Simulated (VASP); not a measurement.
# BN: Born charges and dielectric tensor with PBEsol

BN:

```xyz
2
Lattice="1.2511 0.7223 3.3729 -1.2511 0.7223 3.3729 0.0000 -1.4447 3.3729" Properties=species:S:1:pos:R:3 pbc="T T T"
N     0.0000    0.0000    6.7517
B     0.0000    0.0000    0.0033
```

The cell is a database's computed one.

| Property | Result |
| --- | --- |
| Program | VASP 6.6.1 |
| Task | Born charges and dielectric tensor |
| Functional | PBEsol |
| Potentials or basis | VASP PAW PBE potentials, release 64 (N, B) |
| Cutoff | 520 eV |
| k mesh | 12 × 12 × 12 |
| Occupations | fermi-dirac, width 0.05 eV |
| Spin | no spin polarisation |
| Further INCAR settings | ALGO = Normal; EDIFF = 1e-08; IBRION = 8 |

```
Band gap on the k mesh                                  : 4.18 eV, indirect (least direct gap 4.63 eV)
Electronic dielectric tensor (diagonal)                 : 4.79, 4.79, 2.64
Born charges (mean of the diagonal)                     : N -2.03; B +2.03 e
Highest phonon frequency at Γ, LO-TO splitting left out : 1366 cm⁻¹
```

Levels at points of the mesh, in eV from the valence-band top:
```csv
k point,band 1,band 2,band 3,band 4,band 5,band 6,band 7,band 8
"(0.00, 0.00, 0.00)",-17.74,-4.20,-1.26,-1.26,4.97,11.64,11.64,13.12
"(0.50, 0.00, 0.00)",-14.52,-8.94,-4.06,-0.60,5.21,9.86,12.87,14.85
"(0.50, 0.50, 0.00)",-14.45,-8.82,-4.12,-1.19,4.18,9.85,14.06,17.39
"(0.50, 0.50, 0.50)",-17.47,-6.21,-1.28,-1.28,9.98,11.57,11.57,12.23
```

Phonon frequencies in cm⁻¹ (negative: imaginary):
| q point | frequencies |
| --- | --- |
| (0.000, 0.000, 0.000) | 0 0 0 751 1366 1366 |

Electronic dielectric tensor:
```
4.79 0.00 0.00
0.00 4.79 0.00
0.00 0.00 2.64
```

Born effective charge tensors (e):
atom 1, N
```
-2.70  0.00  0.00
 0.00 -2.70  0.00
 0.00  0.00 -0.68
```
atom 2, B
```
2.70 0.00 0.00
0.00 2.70 0.00
0.00 0.00 0.68
```

It took 7.7 min on 1 thread of Intel(R) Xeon(R) 6975P-C (Granite Rapids) (shared host), peak memory 0.47 GiB.

 As with any semilocal functional, this PBEsol gap is likely too small.
